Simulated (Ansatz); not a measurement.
**MgI2: a single-point run**

Aim: a sound single-point run of MgI2. The structure is shown as the input types it. The cell is built on a prototype (CdCl2 type) and needn't be the phase found in nature.

Program: Ansatz 0.2.0. Level of theory: density functional or hybrid calculation with the settings of its input, plane waves (as first typed). These are calculated values, not measurements.

2 further runs of the same task are left out: 1 for a known fault of the program, 1 that didn't finish.

## 1. The system as given

The structure is trigonal, space group R-3m (No. 166). The conventional cell has a = 4.157 Å, b = 4.157 Å, c = 20.677 Å, α = 90.00°, β = 90.00°, γ = 120.00°. Mg (site symmetry -3m) has 6 I at 2.92 Å as nearest neighbours. I (site symmetry 3m) has 3 Mg at 2.92 Å as nearest neighbours.

As a file:

```
Mg I
1.0
     2.07868    1.20013    6.89235
    -2.07868    1.20013    6.89235
     0.00000   -2.40025    6.89235
Mg I
1 2
Direct
  0.00000 0.00000 0.00000
  0.25269 0.25269 0.25269
  0.74731 0.74731 0.74731
```

## 2. Input and run

input.yaml reads:

```yaml
crystal:
  lattice:
    - [2.0786779714, 1.2001252863, 6.8923459914]
    - [-2.0786779714, 1.2001252863, 6.8923459914]
    - [0.0, -2.4002505727, 6.8923459914]
  atoms:
    - { symbol: Mg, position: [0.0, 0.0, 0.0] }
    - { symbol: I, position: [0.2526882644, 0.2526882644, 0.2526882644] }
    - { symbol: I, position: [0.7473117356, 0.7473117356, 0.7473117356] }
kpoints:
  mp_grid: { grid: [2, 4, 6] }
hamiltonian:
  xc: pbesol
scf:
  occupations: { method: fixed }
  n_extra_bands: 4
output:
  forces: true
  stress: true
  eigenvalues: true
```

On the command line:

```sh
$ ansatz run input.yaml --threads 4 --pin off --max-ram 3686MiB --backend cpu --events-out ev --progress --plain --runs-dir out
```

What happens when this is run?

This run ends as converged, with warnings (symmetry narrowed by mesh). Its log warns: «crystal.symmetry: narrowed to the stabiliser of the k-point mesh — unitary ops 12 → 2; excluded 10 operations that carry a point of the 2×4×6 mesh (shift [0, 0 ...»

The suspect setting: kpoints.mp_grid.grid is [2, 4, 6]. The mesh has lower symmetry than the crystal, so equivalent directions are sampled differently.

Run again and compare: set kpoints.mp_grid.grid to [6, 6, 6].
